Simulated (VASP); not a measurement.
# Ag: kinetic-energy density

Ag, Fm-3m (no. 225), 1 atom in the cell. PBE; PAW potentials Ag (PBE set).

## Input

INCAR:
```
SYSTEM = Ag
ALGO = Normal
EDIFF = 1E-7
ENCUT = 520
ISIF = 2
ISMEAR = 1
LASPH = .TRUE.
LCHARG = .TRUE.
LREAL = .FALSE.
LTAU = .TRUE.
LWAVE = .FALSE.
NELM = 100
PREC = Accurate
SIGMA = 0.1
```

KPOINTS:
```
k-points
0
Gamma
  9 9 9
```

POSCAR:
```
Ag
1.0
    0.0000000000      2.0427500000      2.0427500000
    2.0427500000      0.0000000000      2.0427500000
    2.0427500000      2.0427500000      0.0000000000
Ag
1
Direct
    0.0000000000      0.0000000000      0.0000000000
```

Commands:
```
cat potpaw_PBE.64/Ag/POTCAR > POTCAR
mpirun -np 1 vasp_std > vasp.out
```

## Result

- Kinetic energy of the pseudo orbitals (eV): 204.75

VASP 6.6.1 took 2.7 s on 1 core (Intel Xeon 6975P-C (Granite Rapids)), a shared host.
